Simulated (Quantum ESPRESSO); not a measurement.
Zn, 1 atom in the cell. Symmetry: Im-3m, No. 229, cubic system. Conventional cell: a = 3.138 Å, b = 3.138 Å, c = 3.138 Å, α = 90.00°, β = 90.00°, γ = 90.00°. Around Zn (site symmetry m-3m) lie 8 Zn at 2.72 Å. This isn't the form of Zn at room conditions, which is hcp.

| Item | Value |
| --- | --- |
| Program | Quantum ESPRESSO 7.5 |
| Task | phonons |
| Functional | PBE |
| Potentials or basis | JTH 2.0 PBE |
| Cutoff | 735 eV |
| Density cutoff | 4408 eV |
| k mesh | 8 × 8 × 8 |
| Occupations | cold, width 0.2 eV |
| Spin | no spin polarisation |
| Mixing beta | 0.5 |
| Most SCF iterations | 120 |
| SCF threshold | 2e-10 Ry |

Potentials or basis: JTH 2.0 PBE.

The run is started by

```console
$ OMP_NUM_THREADS=1 pw.x -in pw.in > pw.out
$ OMP_NUM_THREADS=1 pw.x -in scf2.in > scf2.out
$ OMP_NUM_THREADS=1 ph.x -in ph.in > ph.out
```

Hardware: 1 thread of Arm Neoverse V1 (shared host).

Problem. How long does it take, and how much memory?

Solution. It took 100 s on 1 thread of Arm Neoverse V1, on a shared host, peak memory 0.1 GiB. Counts: scf iterations 13, k pools 1, bands 12, k points 29, g dense 10185.
